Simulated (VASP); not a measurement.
# CdTe (F-43m) in VASP: settings compared, part 2 of 2

VASP 6.6.1. The steps go on from the part before.

### 3 Single point, PBEsol

This run uses another cell than the first one, of 34.16 Å³/atom, 0.904 times its volume.

Input file INCAR:

```
SYSTEM = CdTe
ALGO     = Normal         ! electronic algorithm
EDIFF    = 1E-7           ! SCF threshold, eV
ENCUT    = 520            ! plane-wave cutoff, eV
GGA      = PS             ! functional
ISIF     = 2              ! what is computed and relaxed
ISMEAR   = 0              ! smearing method
LASPH    = .TRUE.         ! aspherical terms in the spheres
LCHARG   = .FALSE.        ! write CHGCAR
LREAL    = .FALSE.        ! projectors in reciprocal space
LWAVE    = .FALSE.        ! write WAVECAR
NBANDS   = 16             ! bands
NELM     = 60             ! most SCF steps
PREC     = Accurate       ! precision mode
SIGMA    = 0.05           ! smearing width, eV
```

Input file KPOINTS:

```
k-points
0
G
  8 8 8
  0 0 0
```

Input file POSCAR:

```
CdTe
1.0
    0.0000000000      3.2446715270      3.2446715270
    3.2446715270      0.0000000000      3.2446715270
    3.2446715270      3.2446715270      0.0000000000
Cd Te
1 1
Direct
    0.0000000000      0.0000000000      0.0000000000
    0.7500000000      0.7500000000      0.7500000000
```

Potentials or basis: VASP PAW PBE potentials, release 64 (Cd, Te).

Launch:

```
$ cat potpaw_PBE.64/Cd/POTCAR potpaw_PBE.64/Te/POTCAR > POTCAR
$ mpirun -np 1 vasp_std > vasp.out
```

It took 13 s on 1 thread of Intel Xeon 6975P-C (Granite Rapids), shared host; peak memory 0.21 GiB.

It converged, with:

- Free energy: -5.4895 eV
- Pressure: 0.2 GPa
- Band gap on the k mesh: 0.65 eV, direct

Levels at points of the mesh, in eV from the valence-band top:
```
           k point  band 5  band 6  band 7  band 8  band 9  band 10  band 11  band 12  band 13  band 14
(0.00, 0.00, 0.00)   -7.98   -7.98    0.00    0.00    0.00     0.65     4.55     4.55     4.55     7.29
(0.50, 0.00, 0.00)   -7.97   -7.64   -4.45   -0.78   -0.78     1.73     5.13     5.13     6.93     8.51
(0.50, 0.50, 0.00)   -7.95   -7.50   -4.33   -1.87   -1.87     2.50     2.60     8.70     9.05     9.05
```

Caveat: the PAW data sets were made with another functional, which shifts forces and pressure a little; spin-orbit coupling is left out, which moves the levels of the heavy elements.

### 4 Single point, PBEsol

This run uses another cell than the first one, of 34.16 Å³/atom, 0.904 times its volume.

Input file INCAR:

```
PREC = Accurate
ENCUT = 520
EDIFF = 1E-6
ISMEAR = 0
SIGMA = 0.05
LREAL = False
LASPH = True
NELM = 60
ALGO = Normal
ISIF = 2
LWAVE = False
LCHARG = False
GGA = PS
NBANDS = 16
```

Input file KPOINTS:

```
regular mesh
0
Gamma
  8 8 8
```

POSCAR is that of step 3.

Launch:

```
$ cat potpaw_PBE.64/Cd/POTCAR potpaw_PBE.64/Te/POTCAR > POTCAR
$ mpirun -np 1 vasp_std > vasp.out
```

Wall time 12 s (1 thread of Intel Xeon 6975P-C (Granite Rapids), shared host); peak memory 0.21 GiB.

It converged, with:

| Property | Result |
| --- | --- |
| Free energy | -5.4895 eV |
| Pressure | 0.2 GPa |
| Band gap on the k mesh | 0.65 eV, direct |

Levels at points of the mesh, in eV from the valence-band top:
| k point | band 7 | band 8 | band 9 | band 10 | band 11 | band 12 |
| --- | --- | --- | --- | --- | --- | --- |
| (0.00, 0.00, 0.00) | 0.00 | 0.00 | 0.00 | 0.65 | 4.55 | 4.55 |
| (0.50, 0.00, 0.00) | -4.45 | -0.78 | -0.78 | 1.73 | 5.13 | 5.13 |
| (0.50, 0.50, 0.00) | -4.33 | -1.87 | -1.87 | 2.50 | 2.60 | 8.70 |

Caveat: the PAW data sets were made with another functional, which shifts forces and pressure a little; spin-orbit coupling is left out, which moves the levels of the heavy elements.

### 5 Single point, PBE

This run uses another cell than the first one, of 36.22 Å³/atom, 0.958 times its volume.

Input file INCAR:

```
SYSTEM = CdTe
ALGO = Normal
EDIFF = 1E-7
ENCUT = 520
GGA = PE
ISIF = 2
ISMEAR = 0
LASPH = .True.
LCHARG = .True.
LELF = .True.
LREAL = .False.
LVHAR = .True.
LWAVE = .False.
NBANDS = 16
NELM = 60
PREC = Accurate
SIGMA = 0.02
```

Input file KPOINTS:

```
k-points
0
Gamma
  8 8 8
  0 0 0
```

Input file POSCAR:

```
CdTe
1.0
    0.0000000000      3.3086867408      3.3086867408
    3.3086867408      0.0000000000      3.3086867408
    3.3086867408      3.3086867408      0.0000000000
Cd Te
1 1
Direct
    0.0000000000      0.0000000000      0.0000000000
    0.7500000000      0.7500000000      0.7500000000
```

Launch:

```
$ cat potpaw_PBE.64/Cd/POTCAR potpaw_PBE.64/Te/POTCAR > POTCAR
$ mpirun -np 1 vasp_std > vasp.out
```

Wall time 15 s (1 thread of Intel Xeon 6975P-C (Granite Rapids), shared host); peak memory 0.21 GiB.

It converged, with:

* Free energy: -4.8120 eV
* Pressure: 0.1 GPa
* Band gap on the k mesh: 0.58 eV, direct

Levels at points of the mesh, in eV from the valence-band top:
| k point | band 5 | band 6 | band 7 | band 8 | band 9 | band 10 | band 11 | band 12 | band 13 | band 14 |
| --- | --- | --- | --- | --- | --- | --- | --- | --- | --- | --- |
| (0.00, 0.00, 0.00) | -7.87 | -7.87 | 0.00 | 0.00 | 0.00 | 0.58 | 4.64 | 4.64 | 4.64 | 7.38 |
| (0.50, 0.00, 0.00) | -7.87 | -7.57 | -4.08 | -0.69 | -0.69 | 1.75 | 5.21 | 5.21 | 7.01 | 8.44 |
| (0.50, 0.50, 0.00) | -7.85 | -7.45 | -4.01 | -1.66 | -1.66 | 2.67 | 2.74 | 8.51 | 8.81 | 8.81 |

Caveat: spin-orbit coupling is left out, which moves the levels of the heavy elements.

### 6 Single point, PBEsol

This run uses another cell than the first one: it holds 4 atoms, not 2.

Input file INCAR:

```
SYSTEM = CdTe
ALGO     = Normal         ! electronic algorithm
EDIFF    = 1E-6           ! SCF threshold, eV
ENCUT    = 520            ! plane-wave cutoff, eV
GGA      = PS             ! functional
ISIF     = 2              ! what is computed and relaxed
ISMEAR   = 0              ! smearing method
LASPH    = .True.         ! aspherical terms in the spheres
LCHARG   = .False.        ! write CHGCAR
LREAL    = .False.        ! projectors in reciprocal space
LWAVE    = .False.        ! write WAVECAR
NBANDS   = 26             ! bands
NELM     = 80             ! most SCF steps
PREC     = Accurate       ! precision mode
SIGMA    = 0.05           ! smearing width, eV
```

Input file KPOINTS:

```
k-points
0
Gamma
  6 6 4
  0 0 0
```

Input file POSCAR:

```
CdTe
1.0
    4.5886583505      0.0000000000      0.0000000000
    0.0000000000      4.5886583505      0.0000000000
    0.0000000000      0.0000000000      6.4893428723
Cd Te
2 2
Direct
    0.0000000000      0.0000000000      0.0000000000
    0.5000000000      0.5000000000      0.5000000000
    0.0000000000      0.5000000000      0.2500000000
    0.5000000000      1.0000000000      0.7500000000
```

Potentials or basis: VASP PAW PBE potentials, release 64 (Cd, Te).

Launch:

```
$ cat potpaw_PBE.64/Cd/POTCAR potpaw_PBE.64/Te/POTCAR > POTCAR
$ mpirun -np 1 vasp_std > vasp.out
```

Wall time 69 s (1 thread of Intel Xeon Platinum 8259CL at 2.50GHz (Skylake/Cascade Lake), shared host); peak memory 0.28 GiB.

The run converged. Its results:

- Free energy: -10.9755 eV
- Pressure: 0.1 GPa
- Band gap on the k mesh: 0.65 eV

Levels at points of the mesh, in eV from the valence-band top:
| k point | band 14 | band 15 | band 16 | band 17 | band 18 | band 19 | band 20 | band 21 | band 22 | band 23 |
| --- | --- | --- | --- | --- | --- | --- | --- | --- | --- | --- |
| (0.00, 0.00, 0.00) | -1.87 | -1.87 | 0.00 | 0.00 | 0.00 | 0.65 | 2.50 | 2.60 | 4.55 | 4.55 |
| (0.50, 0.00, 0.00) | -3.74 | -2.17 | -2.17 | -0.81 | -0.81 | 3.07 | 3.07 | 5.12 | 5.12 | 5.55 |
| (0.50, 0.50, 0.00) | -4.33 | -1.87 | -1.87 | -1.87 | -1.87 | 2.50 | 2.50 | 2.60 | 2.60 | 8.70 |
| (0.00, 0.00, 0.50) | -2.70 | -1.09 | -1.09 | -1.09 | -1.09 | 2.88 | 2.88 | 3.23 | 3.23 | 6.41 |
| (0.50, 0.00, 0.50) | -4.45 | -0.78 | -0.78 | -0.78 | -0.78 | 1.73 | 1.73 | 5.13 | 5.13 | 5.13 |
| (0.50, 0.50, 0.50) | -4.21 | -2.34 | -2.34 | -2.22 | -2.22 | 4.21 | 4.21 | 4.59 | 4.59 | 5.47 |

Caveat: the PAW data sets were made with another functional, which shifts forces and pressure a little; spin-orbit coupling is left out, which moves the levels of the heavy elements.

### 7 Overview

```tsv
level	cell	k mesh	smearing	gap on the mesh (eV)	pressure (GPa)
r2SCAN	a = 4.746 Å, angles 60.0°, 2 atoms	8 × 8 × 8	gaussian 0.02 eV	0.94	-2.3
PBEsol	a = 4.589 Å, angles 60.0°, 2 atoms	8 × 8 × 8	gaussian 0.05 eV	0.65	0.2
PBE	a = 4.679 Å, angles 60.0°, 2 atoms	8 × 8 × 8	gaussian 0.02 eV	0.58	0.1
PBEsol	a = 4.589, b = 4.589, c = 6.489 Å, 4 atoms	6 × 6 × 4	gaussian 0.05 eV	0.65	0.1
```

Alike in all rows: task single point; potentials or basis VASP PAW PBE potentials, release 64 (Cd, Te); no spin polarisation; cutoff (eV) 520.

Caveats: spin-orbit coupling is left out, which moves the levels of the heavy elements; the PAW data sets were made with another functional, which shifts forces and pressure a little (some runs).

Absolute energies hang on the potentials; compare differences alone.

### 8 How close it comes

Step 3. Against the measured gap of CdTe, 1.607 eV (0 K; a printed reference work, data compilation), the calculated 0.65 eV is off by -0.96 eV. Spin-orbit coupling on Cd, Te is left out. The value is that of PBEsol, without temperature or zero-point motion. Semilocal functionals fall short of measured gaps as a rule.

Step 4. Measured gap of CdTe: 1.607 eV (0 K; a printed reference work, data compilation). This calculation gives 0.65 eV (-0.96 eV). Spin-orbit coupling on Cd, Te is left out. The value is that of PBEsol, without temperature or zero-point motion. Semilocal functionals fall short of measured gaps as a rule.

Step 5. Measured gap of CdTe: 1.607 eV (0 K; a printed reference work, data compilation). This calculation gives 0.58 eV (-1.02 eV). So large a miss can be the level of theory's own, or it may mean another phase, state or a wrong row. Spin-orbit coupling on Cd, Te is left out. The value is that of PBE, without temperature or zero-point motion. Semilocal functionals fall short of measured gaps as a rule.

Step 6. Against the measured gap of CdTe, 1.607 eV (0 K; a printed reference work, data compilation), the calculated 0.65 eV is off by -0.96 eV. Spin-orbit coupling on Cd, Te is left out. The value is that of PBEsol, without temperature or zero-point motion. Semilocal functionals fall short of measured gaps as a rule.
